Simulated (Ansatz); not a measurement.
InSb, one structure, two calculations

Cell: a structure deposited in the COD whose atoms were relaxed with PBE, the cell held.

```
In Sb
1.0
     5.35700    0.00000    0.00000
     0.00000    5.71200    0.00000
     0.00000    0.00000    3.06300
In Sb
2 2
Direct
  0.00000 0.00000 0.17224
  0.50000 0.50000 0.82776
  0.50000 0.00000 0.71496
  0.00000 0.50000 0.28504
```

Sites (sets of like atoms) are named by element and the number of their first atom in this list.

First run. All values are calculated (Ansatz; DFT, PBE, plane waves and PAW, scalar-relativistic, 420 eV cutoff, Γ-centred 9×8×15 k-points, Fermi–Dirac smearing 0.05 eV), not measured.

```
site  atom  V_zz (10²¹ V/m²)     η
  In     1             -5.66  0.35
  Sb     3             12.03  0.95
```

Second run. The same atoms and settings, except that the functional is r2SCAN and the cutoff is 500 eV.

Task: Given the first result, estimate the second.

Result: 

| site | atom | V_zz | η | change of V_zz |
| --- | --- | --- | --- | --- |
| In | 1 | -6.09 | 0.53 | -0.43 |
| Sb | 3 | 13.28 | 0.94 | +1.25 |

The largest change of V_zz is on Sb, from 12.03 to 13.28. In per cent, |V_zz| changes by +8 on In, +10 on Sb (all sites that start above 2). Where |V_zz| stays above 0.1, η moves most on In, from 0.35 to 0.53.

With no gap above 0.1 eV, as in a metal, the gradients converge slowly in k; expect changes of a tenth or more on a denser mesh. Without spin–orbit coupling (the program notes it for In and Sb) the gradients can shift somewhat, as the gap is small. With these PAW files V_zz is typically within 2 to 3 % of all-electron values, but misses above 10 % occur on Sb.
For the first run: At this cell the PBE pressure is 14 GPa, so with PBE the cell would grow if it were relaxed. The entry's cell may itself be off.
For the second run: At this cell the r2SCAN pressure is 12 GPa, so with r2SCAN the cell would grow if it were relaxed. The entry's cell may itself be off.
